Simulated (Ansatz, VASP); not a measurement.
One calculation of W, two programs

```
W
1.0
    -1.56096    1.56096    1.56096
     1.56096   -1.56096    1.56096
     1.56096    1.56096   -1.56096
W
1
Direct
  0.00000 0.00000 0.00000
```

Change from the starting cell: volume scaled by 0.96.

Alike in both runs: task single point; functional PBE; k mesh 12 × 12 × 12; occupations fermi-dirac, width 0.05 eV; no spin polarisation.

|  | VASP | Ansatz |
| --- | --- | --- |
| version | VASP 6.6.1 | Ansatz 0.2.0 |
| potentials or method | VASP PAW PBE potentials, release 64 (W_sv), cutoff 520 eV | all-electron LAPW, scalar-relativistic |

```tsv
	VASP	Ansatz	Ansatz less VASP
gap on the k mesh at the Fermi level (eV)	none	none	-
pressure (GPa)	20.8	20.1	-0.73
```

A gap of «none» marks a metal or a gap that the smearing closes. Ansatz ran all-electron here, so the differences hold the error of VASP's frozen core and of both bases.

Caveats: so large a pressure means that the cell lies far from this level's equilibrium, or that cutoff or potentials fall short (VASP). The runs have no spin-orbit coupling, so splittings on W are missing.
